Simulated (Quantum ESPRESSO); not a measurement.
A run of Quantum ESPRESSO 7.5:

pw.in

```
&CONTROL
  calculation = 'scf'
  prefix = 'pwscf'
  outdir = './tmp'
  pseudo_dir = './pseudo'
  tprnfor = .true.
  tstress = .true.
  disk_io = 'low'
/
&SYSTEM
  ibrav = 0
  celldm(1) = 8
  nat = 4
  ntyp = 2
  ecutwfc = 45
  ecutrho = 360
  nbnd = 29
  occupations = 'smearing'
  smearing = 'gaussian'
  degauss = 0.00367493
  nspin = 2
  starting_magnetization(1) = 0.1667
  starting_magnetization(2) = 0
/
&ELECTRONS
  conv_thr = 1.6d-07
  electron_maxstep = 100
  mixing_beta = 0.7
  mixing_ndim = 20
/
ATOMIC_SPECIES
Ti    47.8670 ti_pbesol_v1.4.uspp.F.UPF
Te   127.6000 te_pbesol_v1.uspp.F.UPF
CELL_PARAMETERS alat
  1.0684033856735   0.0000000000000   0.0000000000000
 -0.5342016940178   0.9252644740965   0.0000000000000
  0.0000000000000   0.0000000000000   1.4890927557242
ATOMIC_POSITIONS crystal
Ti     0.0000000000    0.0000000000    0.0000000000
Ti     0.0000000000    0.0000000000    0.5000000000
Te     0.3333333333    0.6666666667    0.2500000000
Te     0.6666666667    0.3333333333    0.7500000000
K_POINTS automatic
5 5 3 0 0 0
HUBBARD {atomic}
U Ti-3d 1.0
```

File pp_density.in:

```
&INPUTPP
  prefix = 'pwscf'
  outdir = './tmp'
  filplot = 'density.dat'
  plot_num = 0
/
&PLOT
  nfile = 1
  filepp(1) = 'density.dat'
  iflag = 3
  output_format = 6
  fileout = 'density.cube'
/
```

pp_potential.in

```
&INPUTPP
  prefix = 'pwscf'
  outdir = './tmp'
  filplot = 'potential.dat'
  plot_num = 11
/
&PLOT
  nfile = 1
  filepp(1) = 'potential.dat'
  iflag = 3
  output_format = 6
  fileout = 'potential.cube'
/
```

File pp_spin.in:

```
&INPUTPP
  prefix = 'pwscf'
  outdir = './tmp'
  filplot = 'spin.dat'
  plot_num = 6
/
&PLOT
  nfile = 1
  filepp(1) = 'spin.dat'
  iflag = 3
  output_format = 6
  fileout = 'spin.cube'
/
```

Potentials or basis: GBRV 1.5 PBEsol.

Run with:

```sh
$ OMP_NUM_THREADS=1 mpirun -n 2 pw.x -nk 2 -in pw.in > pw.out
$ OMP_NUM_THREADS=1 mpirun -n 1 pp.x -in pp_density.in > pp_density.out
$ OMP_NUM_THREADS=1 mpirun -n 1 pp.x -in pp_potential.in > pp_potential.out
$ OMP_NUM_THREADS=1 mpirun -n 1 pp.x -in pp_spin.in > pp_spin.out
```

Hardware: 2 MPI ranks on Arm Neoverse V2 (shared host).

Q: How long does it take, and how much memory?

A: Run time: 34 s on 2 MPI ranks on Arm Neoverse V2, on a shared host, peak memory 0.58 GiB a rank. Counts: scf iterations 9, k pools 2, bands 29, k points 10, g dense 86951.
